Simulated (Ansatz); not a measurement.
CrCuO2 under changes of volume

One of the cells (10.911 Å³/atom); the others are scaled copies at fixed shape and fractional positions:

```
Cu Cr O
1.0
     1.48670    0.85835    5.70000
    -1.48670    0.85835    5.70000
     0.00000   -1.71669    5.70000
Cu Cr O
1 1 2
Direct
  0.00000 0.00000 0.00000
  0.50000 0.50000 0.50000
  0.89208 0.89208 0.89208
  0.10792 0.10792 0.10792
```

* Program: Ansatz 0.2.0
* Functional: LDA
* Potentials or basis: all-electron LAPW, scalar-relativistic
* Cutoff: 457 eV (chosen from the basis error)
* Basis error allowed: 0.002 eV/atom
* k mesh: 10 × 10 × 10
* Occupations: fermi-dirac, width 0.05 eV
* Spin: collinear spin, ferromagnetic start
* Starting moments: [0.6, 3.0, 0.0, 0.0] μB

```tsv
volume (Å³/atom)	energy over the lowest point (meV/atom)	pressure (GPa)	gap on the mesh (eV)	largest force (eV/Å)
10.256	0.00	2.0	0.52	0.102
10.474	0.38	-2.5	0.60	0.033
10.692	6.50	-6.4	0.67	0.032
10.911	17.73	-10.0	0.75	0.091
11.129	33.50	-13.1	0.81	0.147
11.347	53.32	-15.9	0.81	0.199
11.565	?	?	?	?
```

Problem. What does the run at 11.565 Å³/atom give?

Solution. Energy over the lowest point 76.73 meV/atom; pressure -18.4 GPa; gap on the mesh 0.79 eV; largest force 0.247 eV/Å.

Worked out: A Birch-Murnaghan fit of order 3 (a polynomial in V^(-2/3)) to the other rows has its minimum at 10.35 Å³/atom with B0 = V·E''(V) = 212 GPa and B' = 4.4 at fixed shape and positions, which overstates the stiffness. It gives 76.77 meV/atom at 11.565 Å³/atom, against the run's 76.73, and -dE/dV = -18.5 GPa, against -18.4. A parabola through the other rows of the gap, of slope 0.636 eV per unit of ln V there, extrapolates to 0.84 eV, against the run's 0.79.

Energies are extrapolated to zero smearing.

Caveats: only a ferromagnetic start was run, and an antiferromagnetic order may lie lower in energy.

A mesh can miss the band edges.
